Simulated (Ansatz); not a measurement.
# Zr: stress in a strained cell

Aim: deform Zr (equal xx and yy strain of +1 %) and compute stress, forces and field gradients with LAPW, PAW and all-electron datasets made for the crystal.

Program: Ansatz 0.2.0. Level of theory: DFT LDA, scalar-relativistic. These are calculated values, not measurements.

## 1. Starting point

It takes space group Im-3m (No. 229, cubic). Conventional cell: a = 3.620 Å, b = 3.620 Å, c = 3.620 Å, α = 90.00°, β = 90.00°, γ = 90.00°. Around Zr (site symmetry m-3m) lie 8 Zr at 3.14 Å.

Coordinates:

```
CELL_PARAMETERS angstrom
-1.81000 1.81000 1.81000
1.81000 -1.81000 1.81000
1.81000 1.81000 -1.81000
ATOMIC_POSITIONS crystal
Zr 0.00000 0.00000 0.00000
```

## 2. After the deformation

Space group Im-3m before, I4/mmm after.

## 3. LAPW, all electrons

Contents of input.yaml:

```yaml
crystal:
  lattice:
    - [-1.8281, 1.8281, 1.81]
    - [1.8281, -1.8281, 1.81]
    - [1.8281, 1.8281, -1.81]
  atoms:
    - { symbol: Zr, position: [0.0, 0.0, 0.0] }
kpoints:
  mp_grid: { grid: [16, 16, 16] }
  band_path:
    path:
      - [0.0, 0.0, 0.0]
      - [0.0, 0.0, 0.5]
      - [-0.5, 0.5, 0.5]
      - [0.0, 0.0, 0.0]
      - [0.4950740124, 0.4950740124, -0.4950740124]
      - [-0.4950740124, 0.5049259876, 0.4950740124]
      - [-0.5, 0.5, 0.5]
      - [0.0, 0.0, 0.5]
      - [0.25, 0.25, 0.25]
    npoints: 5
scf:
  occupations: { method: fermi_dirac, width: 0.03 }
hamiltonian:
  xc: lda
  pseudopotentials: { kind: all_electron, lapw: { basis_error: 0.0005 } }
output:
  forces: true
  stress: true
  eigenvalues: true
```

Launch:

```bash
$ ansatz run input.yaml --threads 1 --pin off --max-ram 3072MiB --backend cpu --events-out ev --progress --plain --runs-dir out
```

## 4. Frozen-core PAW

Contents of input.yaml:

```yaml
crystal:
  lattice:
    - [-1.8281, 1.8281, 1.81]
    - [1.8281, -1.8281, 1.81]
    - [1.8281, 1.8281, -1.81]
  atoms:
    - { symbol: Zr, position: [0.0, 0.0, 0.0] }
kpoints:
  mp_grid: { grid: [16, 16, 16] }
scf:
  occupations: { method: fermi_dirac, width: 0.03 }
hamiltonian:
  xc: lda
  pseudopotentials: { kind: paw }
output:
  forces: true
  stress: true
  eigenvalues: true
  efg: { contact_densities: true }
```

## 5. Datasets made for this crystal

Changes to input.yaml since step 4:

```diff
@@ -13,3 +13,3 @@
   xc: lda
-  pseudopotentials: { kind: paw }
+  pseudopotentials: { kind: all_electron, datasets: crystal }
 output:
```

(Steps that only read results are left out.)

**Question.** What will these runs give? Wanted: pressure; largest shear or deviatoric stress.

**Answer**, as computed:

```
                                 quantity                                                 value
                                 pressure  LAPW -10.80, PAW -10.82, crystal datasets -10.80 GPa
largest shear or deviatoric stress (LAPW)                                              0.18 GPa
```

The largest part of the stress beyond the pressure is 0.18 GPa in size, in the zz component. No run of the undeformed cell stands beside it, so the pressure holds what the given cell had before the change. PAW: stress within 0.02 GPa of LAPW. Crystal datasets: stress within 0.01 GPa of LAPW.
